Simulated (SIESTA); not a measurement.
## GaS under changes of volume

One of the cells (21.565 Å³/atom); the others are scaled copies at fixed shape and fractional positions:

```
Ga S
1.0
     3.58500    0.00000    0.00000
    -1.79250    3.10470    0.00000
     0.00000    0.00000   15.50000
Ga S
4 4
Cartesian
  1.7925 1.0349 12.8650
  0.0000 2.0698 5.1150
  1.7925 1.0349 10.3850
  0.0000 2.0698 2.6350
  1.7925 1.0349 6.2000
  0.0000 2.0698 13.9500
  1.7925 1.0349 1.5500
  0.0000 2.0698 9.3000
```

| Property | Result |
| --- | --- |
| Program | SIESTA 5.4.2 |
| Functional | LDA |
| Potentials or basis | PseudoDojo 0.4 standard (LDA files) |
| Basis | DZP (energy shift 0.003 Ry; two zetas on semicore shells) |
| Grid cutoff | 800 Ry |
| Energy shift | 0.003 Ry |
| k mesh | 7 × 7 × 2 |
| Occupations | fermi-dirac, width 0.05 eV |
| Spin | no spin polarisation |

```tsv
volume (Å³/atom)	energy over the lowest point (meV/atom)	pressure (GPa)	gap on the mesh (eV)	largest force (eV/Å)
20.271	3.18	2.1	1.41	0.611
20.702	0.00	0.3	1.43	0.533
21.134	?	?	?	?
21.565	6.36	-2.6	1.48	0.389
21.996	15.02	-3.8	1.42	0.322
22.428	26.83	-4.9	1.31	0.316
22.859	41.43	-5.9	1.21	0.445
```

Question: What does the run at 21.134 Å³/atom give?

Answer: Energy over the lowest point 1.22 meV/atom; pressure -1.2 GPa; gap on the mesh 1.45 eV; largest force 0.460 eV/Å.

Worked out: A Birch-Murnaghan fit of order 3 (a polynomial in V^(-2/3)) to the other rows has its minimum at 20.79 Å³/atom with B0 = V·E''(V) = 77 GPa and B' = 4.4 at fixed shape and positions, which overstates the stiffness. It gives 1.22 meV/atom at 21.134 Å³/atom, against the run's 1.22, and -dE/dV = -1.2 GPa, against -1.2. A parabola through the other rows of the gap, of slope 0.115 eV per unit of ln V there, gives 1.48 eV, against the run's 1.45. The fit is too stiff a form for this range.

Energies are extrapolated to zero smearing.

Caveats: an odd mesh through Γ misses points on the zone boundary, where band edges often lie; the basis of atomic orbitals isn't converged, which shifts pressures, moduli and gaps. Spin-orbit coupling on Ga is left out.
